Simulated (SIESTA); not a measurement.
# MnO (Pm-3m) in SIESTA: notebook, part 2 of 2

SIESTA 5.4.2. The steps go on from the part before.

## (3) Band structure, AM05+U, collinear spin, ferromagnetic start

Input file MnO.fdf:

```
SystemName                      MnO
SystemLabel                     MnO
NumberOfSpecies                 2
NumberOfAtoms                   2
%block ChemicalSpeciesLabel
  1  25 Mn
  2   8 O
%endblock ChemicalSpeciesLabel

LatticeConstant                 1.0 Ang
%block LatticeVectors
     2.6723886600     0.0000000000     0.0000000000
     0.0000000000     2.6723886600     0.0000000000
     0.0000000000     0.0000000000     2.6723886600
%endblock LatticeVectors
AtomicCoordinatesFormat         Ang
%block AtomicCoordinatesAndAtomicSpecies
     0.0000000000     0.0000000000     0.0000000000  1
     1.3361943300     1.3361943300     1.3361943300  2
%endblock AtomicCoordinatesAndAtomicSpecies

%block kgrid.MonkhorstPack
    8   0   0  0.0
    0   8   0  0.0
    0   0   8  0.0
%endblock kgrid.MonkhorstPack
XC.Functional                   GGA
XC.Authors                      AM05
PAO.BasisSize                   DZP
PAO.EnergyShift                 0.002 Ry
Mesh.Cutoff                     800 Ry
Spin                            polarized
%block DM.InitSpin
    1   4.000
    2   0.000
%endblock DM.InitSpin
Spin.Fix                        true
Spin.Total                      2.00
DFTU.ProjectorGenerationMethod  1
%block DFTU.Proj
  Mn 1
  n=3 2
  4.00 0.00
  0.0
%endblock DFTU.Proj
DFTU.FirstIteration             true
OccupationFunction              FD
ElectronicTemperature           0.05 eV
MaxSCFIterations                200
SCF.MustConverge                false
SCF.Mixer.Method                Pulay
SCF.Mixer.Weight                0.1
SCF.Mixer.History               10
SCF.DM.Tolerance                5.0e-05
SCF.H.Tolerance                 1.0e-03 eV
WriteForces                     true
Charge.Mulliken                 end
BandLinesScale                  ReciprocalLatticeVectors
%block BandLines
    1    0.000000   0.000000   0.000000  \Gamma
   11    0.000000   0.500000   0.000000  X
   11    0.500000   0.500000   0.000000  M
   15    0.000000   0.000000   0.000000  \Gamma
   18    0.500000   0.500000   0.500000  R
   15    0.000000   0.500000   0.000000  X
    1    0.500000   0.500000   0.000000  M
   11    0.500000   0.500000   0.500000  R
%endblock BandLines
```

Potentials or basis: PseudoDojo 0.4 standard (PBEsol files), DZP (energy shift 0.002 Ry).

On the command line:

```
$ siesta < MnO.fdf > MnO.out 2>&1
```

MnO.out:

```text
Version         : 5.4.2

[... 6 lines left out ...]
 NOTE: Please see the manual for full details and compatibility measures.

reinit: Reading from standard input
reinit: Dumping input in INPUT_TMP.62828
************************** Dump of input data file ****************************
SystemName                      MnO
SystemLabel                     MnO
NumberOfSpecies                 2
NumberOfAtoms                   2
%block ChemicalSpeciesLabel
  1  25 Mn
  2   8 O
%endblock ChemicalSpeciesLabel
LatticeConstant                 1.0 Ang
%block LatticeVectors
     2.6723886600     0.0000000000     0.0000000000
     0.0000000000     2.6723886600     0.0000000000
     0.0000000000     0.0000000000     2.6723886600
%endblock LatticeVectors
AtomicCoordinatesFormat         Ang
%block AtomicCoordinatesAndAtomicSpecies
     0.0000000000     0.0000000000     0.0000000000  1
     1.3361943300     1.3361943300     1.3361943300  2
%endblock AtomicCoordinatesAndAtomicSpecies
%block kgrid.MonkhorstPack
    8   0   0  0.0
    0   8   0  0.0
    0   0   8  0.0
%endblock kgrid.MonkhorstPack
XC.Functional                   GGA
XC.Authors                      AM05
[... 930 lines left out ...]
    (Free)Eharris+ p_basis*V_orbitals  =       -3399.373666 eV

mulliken: Atomic and Orbital Populations:

mulliken: Spin UP

Species: Mn
Atom  Qatom  Qorb
               3s      4s      4s      3py     3pz     3px     4py     4pz
               4px     3dxy    3dyz    3dz2    3dxz    3dx2-y2 3dxy    3dyz
               3dz2    3dxz    3dx2-y2
   1  8.322   0.979   0.358  -0.158   0.996   0.996   0.996   0.092   0.092
              0.092   0.917   0.917   0.696   0.917   0.696  -0.027  -0.027

             -0.092  -0.027  -0.092

Species: O
Atom  Qatom  Qorb
               2s      2s      2py     2pz     2px     2py     2pz     2px
               3Pdxy   3Pdyz   3Pdz2   3Pdxz   3Pdx2-y2
   2  3.178   0.955  -0.043   0.922   0.922   0.922  -0.175  -0.175  -0.175
              0.007   0.007   0.003   0.007   0.003

mulliken: Qtot =       11.500

mulliken: Spin DOWN

Species: Mn
Atom  Qatom  Qorb
               3s      4s      4s      3py     3pz     3px     4py     4pz
               4px     3dxy    3dyz    3dz2    3dxz    3dx2-y2 3dxy    3dyz
               3dz2    3dxz    3dx2-y2
   1  6.009   0.978   0.297  -0.130   0.997   0.997   0.997   0.072   0.072
              0.072   0.069   0.069   0.883   0.069   0.883  -0.007  -0.007

             -0.149  -0.007  -0.149

Species: O
Atom  Qatom  Qorb
               2s      2s      2py     2pz     2px     2py     2pz     2px
               3Pdxy   3Pdyz   3Pdz2   3Pdxz   3Pdx2-y2
   2  3.491   0.935  -0.022   1.044   1.044   1.044  -0.191  -0.191  -0.191
              0.004   0.004   0.003   0.004   0.003

mulliken: Qtot =        9.500

Mulliken Atomic Populations:
Atom #   charge [q] valence [e]      Sz [e]  Species
     1     0.668422   14.331578    2.312947  Mn
     2    -0.668422    6.668422   -0.312947  O
 Total    -0.000000                2.000000

Job completed
```

Run time: 6 min. Hardware: 1 thread of Arm Neoverse V1, shared host; peak memory 0.29 GiB.

What came out:

* Free energy: -3400.7645 eV
* Pressure: -19.5 GPa
* Net moment: 2.00 μB per cell
* Site moments: Mn +2.31; O -0.31 μB

Caveat: the moment is held away from its start; semicore shells carry a single zeta, which can move pressures by several GPa and volumes by a few percent; the potentials were made for another functional, which shifts forces and pressure; the basis of atomic orbitals isn't converged, which shifts pressures, moduli and gaps; the total moment is fixed, so each spin has its own Fermi level; a cell with one magnetic atom can't hold antiferromagnetic order, which such compounds often take.

## (4) Band structure, AM05+U, collinear spin, ferromagnetic start

Input file run.py:

```python
from ase.io import read
from ase.calculators.siesta import Siesta
from ase.units import Ry, GPa

atoms = read("POSCAR")

fdf = {
    'SCFMustConverge': False,
    'DM.InitSpin': ['  1   4.000', '  2   0.000'],
    'Spin.Fix': 'true',
    'Spin.Total': '2.00',
    'DFTU.ProjectorGenerationMethod': '1',
    'DFTU.Proj': ['Mn.1 1', 'n=3 2', '4.00 0.00', '0.0'],
    'DFTU.FirstIteration': 'true',
    'OccupationFunction': 'FD',
    'ElectronicTemperature': '0.05 eV',
    'MaxSCFIterations': '200',
    'SCF.Mixer.Method': 'Pulay',
    'SCF.Mixer.Weight': '0.1',
    'SCF.Mixer.History': '10',
    'SCF.DM.Tolerance': '5.0e-05',
    'SCF.H.Tolerance': '1.0e-03 eV',
    'WriteForces': 'true',
    'Charge.Mulliken': 'end',
    'BandLinesScale': 'ReciprocalLatticeVectors',
    'BandLines': ['  1    0.000000   0.000000   0.000000  \\Gamma', ' 11    0.000000   0.500000   0.000000  X', ' 11    0.500000   0.500000   0.000000  M', ' 15    0.000000   0.000000   0.000000  \\Gamma', ' 18    0.500000   0.500000   0.500000  R', ' 15    0.000000   0.500000   0.000000  X', '  1    0.500000   0.500000   0.000000  M', ' 11    0.500000   0.500000   0.500000  R'],
}
calc = Siesta(
    label="MnO",
    command="siesta < PREFIX.fdf > PREFIX.out",
    pseudo_path="pseudos",
    pseudo_qualifier="",
    xc=('GGA', 'AM05'),
    basis_set="DZP",
    mesh_cutoff=800 * Ry,
    energy_shift=0.002 * Ry,
    kpts=[8, 8, 8],
    spin="collinear",
    fdf_arguments=fdf,
)
atoms.calc = calc

print(f"energy = {atoms.get_potential_energy():.6f} eV")
free = atoms.get_potential_energy(force_consistent=True)
print(f"free energy = {free:.6f} eV")
print("forces (eV/A):")
print(atoms.get_forces(apply_constraint=False).round(6))
print("stress (GPa, Voigt order, tension positive):", (atoms.get_stress() / GPa).round(4))
```

Input file POSCAR:

```
MnO
1.0
    2.6723886600      0.0000000000      0.0000000000
    0.0000000000      2.6723886600      0.0000000000
    0.0000000000      0.0000000000      2.6723886600
Mn O
1 1
Direct
    0.0000000000      0.0000000000      0.0000000000
    0.5000000000      0.5000000000      0.5000000000
```

On the command line:

```
$ python run.py
```

Run time: 6 min. Hardware: 1 thread of Arm Neoverse V1, shared host; peak memory 0.29 GiB.

It converged, with:

```yaml
Free_energy: -3400.7645 eV
Pressure: -19.5 GPa
Net_moment: 2.00 μB per cell
Site_moments: Mn +2.31; O -0.31 μB
```

Caveat: the moment is held away from its start; semicore shells carry a single zeta, which can move pressures by several GPa and volumes by a few percent; the potentials were made for another functional, which shifts forces and pressure; the basis of atomic orbitals isn't converged, which shifts pressures, moduli and gaps; the total moment is fixed, so each spin has its own Fermi level; a cell with one magnetic atom can't hold antiferromagnetic order, which such compounds often take. The state reached can hang on the start; a lower one may exist.
